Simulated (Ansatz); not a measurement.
Density of states of HfSi₂ (Cmcm, a = 3.683 Å, b = 14.592 Å, c = 3.660 Å, α = 90.00°, β = 90.00°, γ = 90.00°), in states per eV and primitive cell, averaged over bins of 0.5 eV. Method: Ansatz, DFT PBE, scalar-relativistic, plane waves, PAW.

Plane waves to 420 eV, a k mesh through Γ of 10×10×10 on the computed 6-atom cell and Gaussian smearing (0.10 eV); no spin polarisation.

The cell is relaxed at this level. The states (both spins) are summed by tetrahedra on a 15×15×15 mesh at the self-consistent density. Energies are bin centres; the table starts no lower than −8 eV and ends at 6 eV, or lower where the solved bands end.

It is a metal at this level.

```tsv
E − E_F (eV)	total	Hf 5d	Si 3p	Si 3s	Hf 6s
-7.80	1.63	0.32	0.48	0.75	0.06
-7.30	1.60	0.34	0.41	0.77	0.05
-6.80	1.28	0.26	0.39	0.54	0.06
-6.30	1.07	0.19	0.50	0.28	0.07
-5.80	1.88	0.33	1.05	0.32	0.13
-5.30	2.01	0.38	1.17	0.28	0.12
-4.80	2.01	0.42	1.19	0.24	0.10
-4.30	2.70	0.64	1.61	0.25	0.14
-3.80	2.74	0.68	1.69	0.22	0.08
-3.30	4.44	1.28	2.76	0.21	0.06
-2.80	4.28	1.66	2.31	0.16	0.04
-2.30	4.72	2.05	2.40	0.12	0.03
-1.80	3.22	1.61	1.39	0.11	0.01
-1.30	2.03	1.10	0.79	0.07	0.01
-0.80	1.40	0.76	0.53	0.06	0.01
-0.30	0.91	0.50	0.34	0.03	0.01
0.20	2.27	1.08	0.79	0.23	0.04
0.70	2.66	1.33	0.83	0.26	0.06
1.20	3.03	1.38	0.83	0.32	0.23
1.70	3.92	1.70	1.05	0.45	0.28
2.20	4.15	1.82	1.10	0.46	0.28
2.70	4.12	1.87	0.99	0.41	0.36
3.20	4.71	2.38	0.99	0.44	0.36
3.70	5.30	2.65	1.15	0.49	0.37
4.20	4.31	1.89	1.08	0.46	0.30
4.70	4.67	1.89	1.26	0.49	0.34
5.20	4.15	1.39	1.38	0.33	0.25
```

The columns after the total are the main Löwdin projections on the occupied valence shells of the potentials; 1 other is left out. The rest of the total lies in those, in shells that are empty in the free atom, which aren't projected, and between the atoms.

Spin-orbit coupling is left out, which matters for the bands of heavy elements.